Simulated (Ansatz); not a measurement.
Crystal: CdF2.

```xyz
3
Lattice="0.0000 2.6940 2.6940 2.6940 0.0000 2.6940 2.6940 2.6940 0.0000" Properties=species:S:1:pos:R:3 pbc="T T T"
Cd    0.0000    0.0000    0.0000
F     4.0410    4.0410    4.0410
F     1.3470    1.3470    1.3470
```

Program: Ansatz 0.2.0. Alike in all runs: potentials or basis Ansatz PAW; cell as given. Hardware: 2 threads of Intel(R) Xeon(R) 6975P-C (Granite Rapids), on a shared host.

Question: Order these runs on this cell by their wall time, lowest first.
A. task band structure; level r2SCAN; spin off; k mesh 9 × 9 × 9; cutoff (eV) 500; smearing fermi-dirac 0.05 eV; points for each segment of the path 14
B. task single point; level PBE; spin off; k mesh 9 × 9 × 9; cutoff (eV) 420; smearing gaussian 0.012 eV
C. task band structure; level r2SCAN; spin SOC, no magnetisation; k mesh 7 × 7 × 7; cutoff (eV) 500; smearing fermi-dirac 0.05 eV; points for each segment of the path 14

Answer: B (0.46 s), A (2.1 s), C (15 s).
